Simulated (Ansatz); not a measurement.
# InP (F-43m) in Ansatz: a series of runs

Runs on InP. Level: BPBE. Tasks: single point, equation of state.

Everything below comes from runs of Ansatz 0.2.0. Logs are shortened: lines on timing, memory, paths and dates and some standing lists are left out, and cuts for length are marked.

**What was measured.**

A printed reference work, data compilation reports, for a bulk crystal of InP: bulk modulus 71 GPa.

The results are compared with them further down.

### 1 The crystal as given

It takes space group F-43m (No. 216, cubic). Conventional cell: a = 5.861 Å, b = 5.861 Å, c = 5.861 Å, α = 90.00°, β = 90.00°, γ = 90.00°. In (site symmetry -43m) is surrounded by 4 P at 2.54 Å. P (site symmetry -43m) is surrounded by 4 In at 2.54 Å.

### 2 Single point, BPBE, 23.66 Å³/atom (volume scaled by 0.94)

input.yaml

```yaml
crystal:
  lattice:
    - [0.0, 2.8706770916, 2.8706770916]
    - [2.8706770916, 0.0, 2.8706770916]
    - [2.8706770916, 2.8706770916, 0.0]
  atoms:
    - { symbol: In, position: [0.0, 0.0, 0.0] }
    - { symbol: P, position: [0.75, 0.75, 0.75] }
hamiltonian:
  xc: { exchange: b88, correlation: pbe }
  pseudopotentials: { kind: paw }
kpoints:
  mp_grid: { grid: [8, 8, 8] }
scf:
  occupations: { method: fermi_dirac, width: 0.05 }
output:
  forces: true
  stress: true
  eigenvalues: true
```

Potentials or basis: Ansatz PAW.

Run with:

```console
> ansatz run input.yaml --threads 2 --pin off --max-ram 5120MiB --backend cpu --events-out ev --progress --plain --runs-dir out
```

The log of the run:

```text
Warning: RAYON_NUM_THREADS=2 ignored (pool sized by the plan → 2); use --threads N
Engine: ansatz 0.2.0, aarch64-unknown-linux-gnu
Pseudopotentials: kind: paw
Pseudopotential: In, paw, valence charge 13, recommended cutoff 420 eV (normal), In.paw.azcp
Pseudopotential: P, paw, valence charge 5, recommended cutoff 420 eV (normal), P.paw.azcp
Functional definition: unnamed
  exchange = b88_x
  correlation = pbe_c
Crystal: 2 atoms, lattice volume = 47.313 Å³
Basis set: ecut = 420 eV, 941 PW (Γ), exchange–correlation on 60×60×60 points (8 copies of the dense FFT grid, shifted against one another)
Bands: 13, of which v1, the nominal top of the filled ones, is band 9 counted from 1 (8 counted from 0)
Symmetry: 24 space group operations
Space group: F-43m (ITA 216), of the structure as read, at distance tolerance 3.6e-5 Å
k-points: 29 of 512 (time reversal used)
Non-local potential: In, projectors of the file, l = 0: 2, l = 1: 2, l = 2: 2, l = 3: 2
Non-local potential: P, projectors of the file, l = 0: 2, l = 1: 2, l = 2: 2
PAW form: soft (Blöchl's): semilocal exchange-correlation on the pseudo side does not see the compensation charge
PAW frozen core: In, regenerated for the run's functional, and the local potential with it (the file was generated under x = pbe(κ = 0.804, μ = 0.2195149727645171), c = pbe(β = 0.06672455060314922))
PAW frozen core: P, regenerated for the run's functional, and the local potential with it (the file was generated under x = pbe(κ = 0.804, μ = 0.2195149727645171), c = pbe(β = 0.06672455060314922))
PAW one-centre angular grid: In, 590 points (default); XC on 64 Gauss nodes
PAW one-centre angular grid: P, 110 points (default); XC on 64 Gauss nodes
Initial density: superposition of atomic densities (neutral atoms: chi_scale 0, normalization atom), corrected by the library's trained network
Initial wavefunctions: pseudopotential atomic-orbital guess
Functional: x = b88, c = pbe(β = 0.06672455060314922)
SCF iter   1: F=—  HF=-6376.400074 eV  |F-HF|=—  |Δ(HF+E_count)|=         —  Δρ=2.07e-3  dr2=3.98e-3  ethr=1.77e-3  ⟨swp⟩=6.6  Hψ=2567  notcnv=0
preconditioner: auto → none  [insulator: Δε(μ)=1.017 eV  Ē_g=15.022 eV  σ=0.050 eV  W_gap=1.00  n_scr=14 (ndim 8)  ℏωp=22.9 eV  f_vac=0.012  D(μ)=0.00/eV (n_scr^D=0)  ε∞_Penn≈3.3]
SCF iter   2: F=—  HF=-6376.397858 eV  |F-HF|=—  |Δ(HF+E_count)|=   2.22e-3  Δρ=1.38e-3  dr2=7.66e-4  ethr=2.21e-5  ⟨swp⟩=2.0  Hψ=972  notcnv=0
SCF iter   3: F=—  HF=-6376.397631 eV  |F-HF|=—  |Δ(HF+E_count)|=   2.27e-4  Δρ=4.74e-4  dr2=7.84e-5  ethr=4.26e-6  ⟨swp⟩=2.0  Hψ=637  notcnv=0
SCF iter   4: F=—  HF=-6376.397665 eV  |F-HF|=—  |Δ(HF+E_count)|=   3.40e-5  Δρ=1.50e-4  dr2=7.78e-6  ethr=4.36e-7  ⟨swp⟩=2.0  Hψ=638  notcnv=0
SCF iter   5: F=—  HF=-6376.397663 eV  |F-HF|=—  |Δ(HF+E_count)|=   2.18e-6  Δρ=4.30e-5  dr2=1.11e-6  ethr=4.32e-8  ⟨swp⟩=2.0  Hψ=641  notcnv=0
SCF iter   6: F=-6376.397662 eV  HF=-6376.397662 eV  |F-HF|=2.91e-9  |Δ(HF+E_count)|=   1.41e-7  Δρ=6.06e-6  dr2=2.44e-8  ethr=5.56e-10  ⟨swp⟩=4.9  Hψ=2151  notcnv=0
SCF 1 converged in 6 iterations: F = -6376.397662 eV  dr2 = 2.44e-8
SCF converged after 6 iterations
Free energy (F): -6376.397662 eV
Harris-Foulkes:  -6376.397662 eV  (|F-HF|=2.91e-9)
Internal energy: -6376.397662 eV  (E = F + TS)
E sigma→0 (E₀):  -6376.397662 eV
Entropy (-TS):   -0.000000 eV (-0.000 meV/atom)
Fermi energy:    8.319277 eV
--- Per-component energies (eV) ---
  E_band       = -41.200858
  E_kinetic    = 315.982622
  E_local      = -1361.265103  (includes V_loc(G=0)·N_el)
  E_nonlocal   = 402.321052
  E_hartree    = 538.318315
  E_xc         = -278.588957
  E_vxc        = -161.752235  (∫ρ·V_xc dr)
  E_paw        = -4746.883655  (= ΣΔE_a)
  E_vpaw       = -313.120902  (= ΣTr[D̂ρ^β])
  E_aug_tail   = 0.000029  (compensation charges beyond the density's cutoff)
  E_ewald      = -1246.146996
  E_core_change = -0.134971  (= ΣΔE_core)
  E_smearing   = -0.000000  (= −TS)
  E_closure    = -0.000000  (closes the sum)
  Σ components = -6376.397662   (vs F -6376.397662, Δ=0.00e0)
--- Forces (eV/Å), atoms counted from 1 ---
  atom   1  In    -0.00000000     0.00000000    -0.00000000
  atom   2  P      0.00000000    -0.00000000     0.00000000
  max |Σ_I F_I| component: 7.40e-17 eV/Å
--- Stress (GPa, compression-positive) ---
        8.523929       0.000000       0.000000
        0.000000       8.523929       0.000000
       -0.000000       0.000000       8.523929
  P = ⅓ Tr σ = 8.5239 GPa (85.239 kbar)
--- Band table (eV; the first three rows and the last of 29) ---
  k-point 0: bands = ["-6.5737", "-6.5737", "-6.5737", "-6.3872", "-6.3872", "-4.1881", "7.7748", "7.7748", "7.7748", "8.8038", "11.8483", "11.8483", "11.8483"]
  k-point 1: bands = ["-6.5986", "-6.5645", "-6.5645", "-6.3871", "-6.3871", "-3.9908", "6.2314", "7.5676", "7.5676", "9.6642", "12.0604", "12.1483", "12.1483"]
  k-point 2: bands = ["-6.6541", "-6.5450", "-6.5450", "-6.3841", "-6.3841", "-3.4392", "4.2005", "7.1595", "7.1595", "9.7327", "12.5911", "12.5911", "13.2603"]
  k-point 28: bands = ["-6.7611", "-6.4994", "-6.4564", "-6.4134", "-6.3691", "-1.4193", "1.9006", "4.5542", "4.5726", "12.0630", "12.3907", "13.4803", "13.9679"]
```

Run time: 1.1 s. Hardware: 2 threads of Arm Neoverse V2, shared host; peak memory 0.31 GiB.

What came out:

| Quantity | Value |
| --- | --- |
| Free energy | -6376.3977 eV |
| Pressure | 8.5 GPa |
| Band gap on the k mesh | 1.03 eV, direct |

Caveat: spin-orbit coupling is left out, which moves the levels of the heavy elements; the PAW data sets come from PBE, with cores solved anew for the run's functional, which leaves a small shift of forces and pressure.

### 3 Single point, BPBE, 24.16 Å³/atom (volume scaled by 0.96)

input.yaml: that of step 2 with these lines changed.

```diff
@@ -2,5 +2,5 @@
   lattice:
-    - [0.0, 2.8706770916, 2.8706770916]
-    - [2.8706770916, 0.0, 2.8706770916]
-    - [2.8706770916, 2.8706770916, 0.0]
+    - [0.0, 2.8908937935, 2.8908937935]
+    - [2.8908937935, 0.0, 2.8908937935]
+    - [2.8908937935, 2.8908937935, 0.0]
   atoms:
```

Potentials or basis: Ansatz PAW.

Run with:

```console
> ansatz run input.yaml --threads 2 --pin off --max-ram 5120MiB --backend cpu --events-out ev --progress --plain --runs-dir out
```

Wall time 1.1 s (2 threads of Arm Neoverse V2, shared host); peak memory 0.3 GiB.

It converged, with:

```
Free energy            : -6376.4450 eV
Pressure               : 6.6 GPa
Band gap on the k mesh : 0.92 eV, direct
```

Caveat: spin-orbit coupling is left out, which moves the levels of the heavy elements; the PAW data sets come from PBE, with cores solved anew for the run's functional, which leaves a small shift of forces and pressure.

### 4 Single point, BPBE, 24.66 Å³/atom (volume scaled by 0.98)

input.yaml: that of step 3 with these lines changed.

```diff
@@ -2,5 +2,5 @@
   lattice:
-    - [0.0, 2.8908937935, 2.8908937935]
-    - [2.8908937935, 0.0, 2.8908937935]
-    - [2.8908937935, 2.8908937935, 0.0]
+    - [0.0, 2.9108316221, 2.9108316221]
+    - [2.9108316221, 0.0, 2.9108316221]
+    - [2.9108316221, 2.9108316221, 0.0]
   atoms:
```

Run with:

```console
> ansatz run input.yaml --threads 2 --pin off --max-ram 5120MiB --backend cpu --events-out ev --progress --plain --runs-dir out
```

Wall time 1.1 s (2 threads of Arm Neoverse V2, shared host); peak memory 0.31 GiB.

It converged, with:

```yaml
Free_energy: -6376.4807 eV
Pressure: 4.8 GPa
Band_gap_on_the_k_mesh: 0.80 eV, direct
```

Caveat: spin-orbit coupling is left out, which moves the levels of the heavy elements; the PAW data sets come from PBE, with cores solved anew for the run's functional, which leaves a small shift of forces and pressure.

### 5 Single point, BPBE, 25.17 Å³/atom

input.yaml: that of step 4 with these lines changed.

```diff
@@ -2,5 +2,5 @@
   lattice:
-    - [0.0, 2.9108316221, 2.9108316221]
-    - [2.9108316221, 0.0, 2.9108316221]
-    - [2.9108316221, 2.9108316221, 0.0]
+    - [0.0, 2.9305, 2.9305]
+    - [2.9305, 0.0, 2.9305]
+    - [2.9305, 2.9305, 0.0]
   atoms:
```

Run with:

```console
> ansatz run input.yaml --threads 2 --pin off --max-ram 5120MiB --backend cpu --events-out ev --progress --plain --runs-dir out
```

It took 1.1 s on 2 threads of Arm Neoverse V2, shared host; peak memory 0.31 GiB.

Results (log left out):

```
Free energy            : -6376.5060 eV
Pressure               : 3.2 GPa
Band gap on the k mesh : 0.70 eV, direct
```

Caveat: spin-orbit coupling is left out, which moves the levels of the heavy elements; the PAW data sets come from PBE, with cores solved anew for the run's functional, which leaves a small shift of forces and pressure.

### 6 Single point, BPBE, 25.67 Å³/atom (volume scaled by 1.02)

input.yaml: that of step 5 with these lines changed.

```diff
@@ -2,5 +2,5 @@
   lattice:
-    - [0.0, 2.9305, 2.9305]
-    - [2.9305, 0.0, 2.9305]
-    - [2.9305, 2.9305, 0.0]
+    - [0.0, 2.9499078504, 2.9499078504]
+    - [2.9499078504, 0.0, 2.9499078504]
+    - [2.9499078504, 2.9499078504, 0.0]
   atoms:
```

Potentials or basis: Ansatz PAW.

Run with:

```console
> ansatz run input.yaml --threads 2 --pin off --max-ram 5120MiB --backend cpu --events-out ev --progress --plain --runs-dir out
```

Run time: 1.1 s. Hardware: 2 threads of Arm Neoverse V2, shared host; peak memory 0.31 GiB.

Results (log left out):

```
Free energy            : -6376.5219 eV
Pressure               : 1.8 GPa
Band gap on the k mesh : 0.59 eV, direct
```

Caveat: spin-orbit coupling is left out, which moves the levels of the heavy elements; the PAW data sets come from PBE, with cores solved anew for the run's functional, which leaves a small shift of forces and pressure.

### 7 Single point, BPBE, 26.17 Å³/atom (volume scaled by 1.04)

input.yaml: that of step 6 with these lines changed.

```diff
@@ -2,5 +2,5 @@
   lattice:
-    - [0.0, 2.9499078504, 2.9499078504]
-    - [2.9499078504, 0.0, 2.9499078504]
-    - [2.9499078504, 2.9499078504, 0.0]
+    - [0.0, 2.9690636329, 2.9690636329]
+    - [2.9690636329, 0.0, 2.9690636329]
+    - [2.9690636329, 2.9690636329, 0.0]
   atoms:
```

Run with:

```console
> ansatz run input.yaml --threads 2 --pin off --max-ram 5120MiB --backend cpu --events-out ev --progress --plain --runs-dir out
```

It took 1.1 s on 2 threads of Arm Neoverse V2, shared host; peak memory 0.31 GiB.

The run converged. Its results:

```yaml
Free_energy: -6376.5294 eV
Pressure: 0.6 GPa
Band_gap_on_the_k_mesh: 0.48 eV, direct
```

Caveat: spin-orbit coupling is left out, which moves the levels of the heavy elements; the PAW data sets come from PBE, with cores solved anew for the run's functional, which leaves a small shift of forces and pressure.

### 8 Single point, BPBE, 26.68 Å³/atom (volume scaled by 1.06)

input.yaml: that of step 7 with these lines changed.

```diff
@@ -2,5 +2,5 @@
   lattice:
-    - [0.0, 2.9690636329, 2.9690636329]
-    - [2.9690636329, 0.0, 2.9690636329]
-    - [2.9690636329, 2.9690636329, 0.0]
+    - [0.0, 2.9879753761, 2.9879753761]
+    - [2.9879753761, 0.0, 2.9879753761]
+    - [2.9879753761, 2.9879753761, 0.0]
   atoms:
```

Run with:

```console
> ansatz run input.yaml --threads 2 --pin off --max-ram 5120MiB --backend cpu --events-out ev --progress --plain --runs-dir out
```

Run time: 1.1 s. Hardware: 2 threads of Arm Neoverse V2, shared host; peak memory 0.31 GiB.

It converged, with:

```yaml
Free_energy: -6376.5294 eV
Pressure: -0.6 GPa
Band_gap_on_the_k_mesh: 0.38 eV, direct
```

Caveat: spin-orbit coupling is left out, which moves the levels of the heavy elements; the PAW data sets come from PBE, with cores solved anew for the run's functional, which leaves a small shift of forces and pressure.

### 9 Equation of state, BPBE

Potentials or basis: Ansatz PAW.

This step only gathers the single runs of the series.

Results:

```yaml
Equilibrium_volume: 26.42 Å³/atom
Bulk_modulus: 60 GPa
Pressure_derivative_of_the_bulk_modulus: 4.6
```

Energy against volume, from the lowest point:
| volume (Å³/atom) | energy (meV/atom) |
| --- | --- |
| 23.657 | 65.86 |
| 24.160 | 42.20 |
| 24.663 | 24.35 |
| 25.167 | 11.72 |
| 25.670 | 3.76 |
| 26.173 | 0.00 |
| 26.677 | 0.02 |

Caveat: the potentials were made for another functional, which shifts forces and pressure.

### 10 Comparison with measurements

Step 9. Against the measured bulk modulus of InP, 71 GPa (a printed reference work, data compilation), the calculated 60 GPa is off by -15.9 %. The fit is for a static lattice scaled at fixed shape and fixed fractional positions.
